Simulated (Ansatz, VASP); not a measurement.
# Al2O3 (Al2O3 (R-3c)) in two plane-wave programs

One calculation is typed for both programs; each brings its own data sets. How far apart do they land? The cell is taken from a series of runs on this material, whose earlier steps may have relaxed, scaled, displaced or heated it; both programs get it as it stands.

Main program and level: Ansatz 0.2.0; plane waves, with VASP 6.6.1 beside it; single point at HSE06 form with 25 % exact exchange.

**1. The structure**

Symmetry: R-3c, No. 167, trigonal system. The conventional cell has a = 4.773 Å, b = 4.773 Å, c = 13.013 Å, α = 90.00°, β = 90.00°, γ = 120.00°. Al has 6 O at 1.86 to 1.97 Å nearest. Nearest to O lie 4 Al at 1.86 to 1.97 Å. Farther neighbours and most contacts between anions are not listed.

**2. Ansatz: single point, HSE06 form with 25 % exact exchange**

Ansatz runs on its PAW soft_1 files.

A single point gives forces, pressure and levels at one fixed geometry, so differences don't come from the geometry; what else differs is listed under the comparison.

Contents of input.yaml:

```yaml
crystal:
  lattice:
    - [2.386652720568, 1.377934589016, 4.33762225]
    - [-2.386652723302, 1.37793459125, 4.337622250794]
    - [5.683353883267e-10, -2.755869186516, 4.337622249206]
  atoms:
    - { symbol: Al, position: [0.647953, 0.647953, 0.647953] }
    - { symbol: Al, position: [0.852047, 0.852047, 0.852047] }
    - { symbol: Al, position: [0.147953, 0.147953, 0.147953] }
    - { symbol: Al, position: [0.352047, 0.352047, 0.352047] }
    - { symbol: O, position: [0.444168, 0.055832, 0.75] }
    - { symbol: O, position: [0.944168, 0.25, 0.555832] }
    - { symbol: O, position: [0.055832, 0.75, 0.444168] }
    - { symbol: O, position: [0.75, 0.444168, 0.055832] }
    - { symbol: O, position: [0.25, 0.555832, 0.944168] }
    - { symbol: O, position: [0.555832, 0.944168, 0.25] }
basis:
  ecutwfc: 420.0
  ecutrho_ratio: 4
  xc_grid: 2
  fft_grid_basis: typed
  precision: f64
kpoints:
  mp_grid: { grid: [2, 2, 2], shift: [0.25, 0.25, 0.25] }
  band_path: { path: [VBM, CBM], npoints: 1 }
hamiltonian:
  xc: { preset: hse06, exx: 0.25 }
  pseudopotentials:
    kind: paw
    azcp: { folder: soft_1, O: "soft_1/O.paw.azcp", Al: "soft_1/Al.paw.azcp" }
scf:
  max_iter: 100
  occupations: { method: fixed }
output:
  forces: true
checkpoint:
  write: "../host.a25.run"
  compress: false
  write_wavefunctions: true
  write_every: 100000
```

Command:

```sh
$ ansatz run input.yaml --threads 32 --pin off --max-ram 84787MiB --backend cuda --events-out ev --progress --plain --runs-dir out --max-vram 78GiB
```

Numbers of over 12 decimals in the logs are rounded to 6 here.

Output:

```text
Warning: kpoints.mp_grid.shift: disabling space-group detection — at a shift other than 0 and half a step a hybrid functional's run that is held to the crystal's symmetry can end above its lowest state, and by default nothing tells of it, so the full k-mesh is solved, and no spatial operation symmetrises the density, except that the density of a phonon batch's undisplaced supercell is averaged over the supercell's ow
exact exchange: scf.exx.singularity resolves to wigner_seitz, which cuts the screened interaction at the faces of the exchange supercell's Wigner-Seitz cell, so that each pair interacts once, at the shortest of its separations (the periodic images that this leaves out come, for a point-like exchange hole, to about 0.017 eV on a filled level). The cut falls within the interaction's reach, and what an exchange supercel
Engine: ansatz 0.2.0, aarch64-unknown-linux-gnu
Pseudopotentials: kind: paw
Pseudopotential: Al, paw, valence charge 3, recommended cutoff 420 eV (normal), soft_1/Al.paw.azcp
Pseudopotential: O, paw, valence charge 6, recommended cutoff 420 eV (normal), soft_1/O.paw.azcp
Functional definition: unnamed
  parameter a_1 = 0.25
  parameter omega_1 = 0.207870/angstrom
  exchange = pbe_x + (-a_1)*pbe_x_sr(omega_1) + a_1*exact_x_sr(omega_1)
  correlation = pbe_c
davidson cushion auto → on  (no smearing: the cushion is to keep the highest requested band from converging to the state above it; pin scf.eigensolver.cushion to override)
[...]
Crystal: 10 atoms, lattice volume = 85.590 Å³
Basis set: ecut = 420 eV, 1653 PW (Γ), exchange–correlation on 72×72×72 points (8 copies of the dense FFT grid, shifted against one another)
Bands: 34, of which v1, the nominal top of the filled ones, is band 24 counted from 1 (23 counted from 0)
Symmetry: 1 space group operations
k-points: 8
Non-local potential: Al, projectors of the file, l = 0: 2, l = 1: 2, l = 2: 1
Non-local potential: O, projectors of the file, l = 0: 2, l = 1: 2, l = 2: 1
PAW form: soft (Blöchl's): semilocal exchange-correlation on the pseudo side does not see the compensation charge
PAW frozen core: Al, regenerated for the run's functional, and the local potential with it (the file was generated under x = pbe(κ = 0.804, μ = 0.219515), c = pbe(β = 0.066725))
PAW frozen core: O, regenerated for the run's functional, and the local potential with it (the file was generated under x = pbe(κ = 0.804, μ = 0.219515), c = pbe(β = 0.066725))
PAW one-centre angular grid: Al, 110 points (default); XC on 64 Gauss nodes
PAW one-centre angular grid: O, 110 points (default); XC on 96 Gauss nodes
Initial density: superposition of atomic densities (chi_scale 0.1, normalization cell, long waves kept (reshape's long-wave potential 0.00 eV rms))
Initial wavefunctions: pseudopotential atomic-orbital guess
[...]
Functional: x = pbe(κ = 0.804, μ = 0.219515), c = pbe(β = 0.066725), warm-up for x = pbe(κ = 0.804, μ = 0.219515) + 0.25 (exact − pbe) at short range (hse, ω = 0.207870 Å⁻¹), c = pbe(β = 0.066725); HSE06 as pw.x's `hse` composes it (authors' and Libxc's form: `xc: wpbeh`)
SCF iter   1: F=—  HF=-5573.245122 eV  |Δ(HF+E_count)|=         —  Δρ=1.32e-1  dr2=1.38e1  Hψ=994
preconditioner: auto → none  [insulator: Δε(μ)=7.458 eV  Ē_g=18.420 eV  n_scr=20 (ndim 8)  ℏωp=27.8 eV  f_vac=0.000]
SCF iter   2: F=—  HF=-5569.988259 eV  |Δ(HF+E_count)|=    3.26e0  Δρ=6.83e-2  dr2=1.64e0  Hψ=765
[...]
SCF iter   4: F=-5569.590395 eV  HF=-5569.591809 eV  |Δ(HF+E_count)|=   2.21e-2  Δρ=1.89e-3  dr2=2.72e-3  Hψ=1523
SCF 1 stopped early in 4 iterations: F = -5569.590395 eV  dr2 = 2.72e-3
  greatest PAW one-centre occupation: 0.857 electrons in one spin orbital (limit 2), on the O atom at site 4 (counted from 0), in its partial waves of l = 0
[...]
Exchange kernel: α = 0.2500, screened, ω = 0.2079 Å⁻¹, Wigner–Seitz truncation, v(0) = 850.7593 eV·Å³, q-mesh 2×2×2, nearest image of the exchange supercell L = 9.55 Å, pair-density grid 24×24×24, without the augmentation charges, whose exchange is taken in its separable form by FFT convolution over the k-point mesh (sized by the pseudopotential files, 27×27×32 at the most), smooth part of the exact exchange by densi
Frozen-core exchange: fock
SCF iter   1: F=—  HF=-5571.005858 eV  |Δ(HF+E_count)|=         —  Δρ=8.31e-3  dr2=4.19e-2  Hψ=1185
preconditioner: auto → none  [insulator: Δε(μ)=8.368 eV  Ē_g=20.102 eV  n_scr=20 (ndim 8)  ℏωp=27.8 eV  f_vac=0.000]
SCF iter   2: F=—  HF=-5570.991555 eV  |Δ(HF+E_count)|=   1.43e-2  Δρ=2.01e-3  dr2=2.80e-3  Hψ=631
[...]
SCF iter   6: F=-5571.004903 eV  HF=-5571.004905 eV  |Δ(HF+E_count)|=   1.66e-6  Δρ=5.82e-5  dr2=2.32e-6  Hψ=846
SCF 2 stopped early in 6 iterations: F = -5571.004903 eV  dr2 = 2.32e-6
  Residual-converged pass: ⟨swp⟩=3.0  Hψ=708  notcnv=0  max |occ|·‖R‖ = 4.1e-6 eV (tolerance 6.7e-6 eV)  dr2=2.33e-6  dr2_onsite=1.15e-7  max |Δocc| = 0.0e0
  greatest PAW one-centre occupation: 0.860 electrons in one spin orbital (limit 2), on the O atom at site 5 (counted from 0), in its partial waves of l = 0
hybrid outer 1: dexx = +1.554e-2 eV, tail = 2.83e-5 eV
[...]
Exchange kernel: α = 0.2500, screened, ω = 0.2079 Å⁻¹, Wigner–Seitz truncation, v(0) = 850.7593 eV·Å³, q-mesh 2×2×2, nearest image of the exchange supercell L = 9.55 Å, pair-density grid 24×24×24, without the augmentation charges, whose exchange is taken in its separable form by FFT convolution over the k-point mesh (sized by the pseudopotential files, 27×27×32 at the most), smooth part of the exact exchange by densi
Frozen-core exchange: fock
SCF iter   1: F=—  HF=-5571.005043 eV  |Δ(HF+E_count)|=         —  Δρ=4.57e-5  dr2=6.50e-7  Hψ=637
[...]
SCF iter   2: F=—  HF=-5571.005044 eV  |Δ(HF+E_count)|=   7.32e-7  Δρ=1.74e-5  dr2=1.51e-7  Hψ=1103
SCF iter   3: F=—  HF=-5571.005044 eV  |Δ(HF+E_count)|=   3.21e-7  Δρ=9.82e-6  dr2=5.76e-8  Hψ=906
SCF iter   4: F=-5571.005044 eV  HF=-5571.005044 eV  |Δ(HF+E_count)|=   1.41e-8  Δρ=2.99e-6  dr2=3.83e-9  Hψ=659
SCF 3 converged in 4 iterations: F = -5571.005044 eV  dr2 = 3.83e-9
  Residual-converged pass: ⟨swp⟩=3.6  Hψ=709  notcnv=0  max |occ|·‖R‖ = 9.9e-7 eV (tolerance 9.9e-7 eV)  dr2=3.60e-9  dr2_onsite=7.27e-10  max |Δocc| = 0.0e0
[...]
hybrid outer 2: dexx = +3.564e-7 eV, tail = 1.61e-8 eV, Δε = 1.25e-3 eV (about 3.44e-5 eV left of the loop's levels), ΔF = 3.21e-3 eV/Å (tail 3.23e-4)
[...]
NSCF: frozen V_eff on 216 k-points, pencils in batches of 32, up to order 152
[...]
NSCF: frozen V_eff on 216 k-points, pencils in batches of 32, up to order 152
[...]
NSCF: frozen V_eff on 216 k-points, pencils in batches of 32, up to order 152
[...]
NSCF: frozen V_eff on 168 k-points, pencils in batches of 32, up to order 152
[...]
NSCF: frozen V_eff on 14 k-points
[...]
NSCF: frozen V_eff on 14 k-points
[...]
NSCF: frozen V_eff on 14 k-points
[...]
NSCF: frozen V_eff on 14 k-points
[...]
NSCF: frozen V_eff on 14 k-points
[...]
NSCF: frozen V_eff on 2 k-points
hybrid SCF converged: 2 outer / 10 inner (+4 warm-up), last move |dexx| = 3.56e-7 eV, tail = 1.61e-8 eV
Stability not checked: this state was not tested for a lower state beside it, because the functional holds exact exchange (a hybrid, or Hartree-Fock), whose exchange loop this test does not read (fock_operator; see scf.lower_state_search)
Free energy (F): -5571.005044 eV
Frozen-core exchange: fock
Harris-Foulkes:  -5571.005044 eV  (|F-HF|=2.98e-9)
Internal energy: -5571.005044 eV  (E = F + TS)
E sigma→0 (E₀):  -5571.005044 eV
Fermi energy:    6.275332 eV
--- Per-component energies (eV) ---
  E_band       = -24.391023
  E_kinetic    = 1147.819863
  E_local      = -1970.721722  (includes V_loc(G=0)·N_el)
  E_nonlocal   = 342.144356
  E_hartree    = 753.258830
  E_xc         = -477.676265
  E_vxc        = -544.714593  (∫ρ·V_xc dr)
  E_exx        = -136.269008  (= α·E_x^exact, valence–valence)
  E_paw        = -2837.690091  (= ΣΔE_a)
  E_vpaw       = -232.903394  (= ΣTr[D̂ρ^β])
  E_aug_tail   = 0.004708  (compensation charges beyond the density's cutoff)
  E_ewald      = -2391.536361
  E_core_change = -0.339351  (= ΣΔE_core)
  E_smearing   = -0.000000  (= −TS)
  E_closure    = -0.000004  (closes the sum)
  Σ components = -5571.005044   (vs F -5571.005044, Δ=0.00e0)
--- Forces (eV/Å), atoms counted from 1 ---
  atom   1  Al    -0.00000017     0.00000075     0.02955581
  atom   2  Al     0.00000491    -0.00000597    -0.02955564
  atom   3  Al    -0.00000625    -0.00000324     0.02956047
  atom   4  Al    -0.00000543    -0.00000015    -0.02955970
  atom   5  O     -0.02056808    -0.00000270    -0.00000220
  atom   6  O     -0.01028259    -0.01782071    -0.00000417
  [... 4 more lines of this table ...]
  max |Σ_I F_I| component: 7.77e-6 eV/Å
--- Band table (eV; the first three rows and the last of 8) ---
  k-point 0: bands = ["-14.3849", "-12.1737", "-11.7566", "-11.7565", "-11.4520", "-11.4520", "-0.7105", "0.0992", "0.5538", "0.5538", "1.4835", "1.8828", "1.8828", "2.9373", "3.3346", "4.4447", "4.44
  k-point 1: bands = ["-13.3659", "-13.0751", "-11.9344", "-11.8575", "-11.6445", "-11.5273", "-0.5570", "-0.1315", "0.7447", "0.9737", "2.1243", "2.4851", "2.7456", "3.3192", "3.9164", "4.1216", "4.3
  k-point 2: bands = ["-13.3659", "-13.0751", "-11.9344", "-11.8575", "-11.6445", "-11.5273", "-0.5570", "-0.1315", "0.7447", "0.9737", "2.1244", "2.4851", "2.7456", "3.3193", "3.9164", "4.1216", "4.3
  k-point 7: bands = ["-13.8453", "-12.9502", "-11.6812", "-11.6812", "-11.5546", "-11.5546", "0.2134", "0.7365", "0.9558", "1.1381", "1.1382", "2.1582", "2.1582", "3.0505", "3.5654", "3.7517", "3.751
  guard bands above this table: 4 of the run's 34 bands. The solve was not asked for them (output.publish_guard_bands: true or output.eigenvalues: true publishes all)
```

The column dr2 measures how far the density is from self-consistency, as an energy; F and HF (Harris–Foulkes) agree once it is small.

(Part 1 of 2 ends here.)

[Lines on the potential files, build, host, timing and source positions are cut from VASP's logs without a mark.]

[Logs are printed without paths, hosts, clocks, repeated set-up lines and the standing remarks that a program may print on its own settings, such as how far it seeks lower states.]

[Hosts, paths, dates, database ids (printed as entryN), source tags and the programs' standing remarks are cut or masked in the printed files.]
